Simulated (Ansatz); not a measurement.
Consider the formal exchange of groups at a Te–C bond: `OB(O)[Te]C(F)(F)F` + CH₄ → `C[Te]B(O)O` + trifluoromethane.

Calculated with Ansatz (gas phase, PBE0-D4/def2-TZVP geometries, no zero-point term in ΔE). CBS: MP2 limit from def2 TZ/QZ plus the TZ coupled-cluster correction, frozen cores. This one scheme is used for every species. DFT in def2-TZVPP. B3LYP here is the variant with VWN-RPA as its local correlation; programs differ in this. def2 core potentials past Kr. For Te outer-core shells are correlated without core-valence functions, which leaves a few kJ/mol of doubt a bond. Each species was taken in one conformer, which may not be the lowest.

```json
{"level": "B3LYP-D4", "ΔE (eV)": "-0.03"}
{"level": "PBE", "ΔE (eV)": "-0.02"}
{"level": "r2SCAN", "ΔE (eV)": "-0.01"}
{"level": "B3LYP", "ΔE (eV)": "-0.07"}
{"level": "MP2/def2-TZVPP", "ΔE (eV)": "-0.20"}
{"level": "CCSD/def2-TZVPP", "ΔE (eV)": "-0.20"}
{"level": "HF/def2-QZVPP", "ΔE (eV)": "-0.33"}
{"level": "HF/CBS(def2)", "ΔE (eV)": "-0.33"}
```

(1) What does CCSD(T)/CBS give? (Estimate.)

Largest T1 diagnostic among the species: 0.013.

## Answers

(1) Ansatz gave: -0.14 eV. The listed levels differ from it by 0.11, 0.12, 0.13, 0.07, -0.06, -0.06, -0.19, -0.19 eV.

The D4 term adds +0.05 eV with B3LYP and +0.03 eV with PBE0; it sums over pairs of atoms, weighted by their polarisabilities, and B3LYP, whose exchange is more repulsive, gets the larger term. In def2-TZVPP, CCSD(T) changes the Hartree–Fock value by +0.16 eV (the triples alone add +0.04 eV) and MP2 by +0.12 eV. From PBE to PBE0 (25 % exact exchange), in def2-TZVPP and without D4, ΔE moves by −0.10 eV.

CCSD(T)/CBS has its own doubt, a few kJ/mol and more with outer-core shells, so smaller differences from it don't rank the levels.
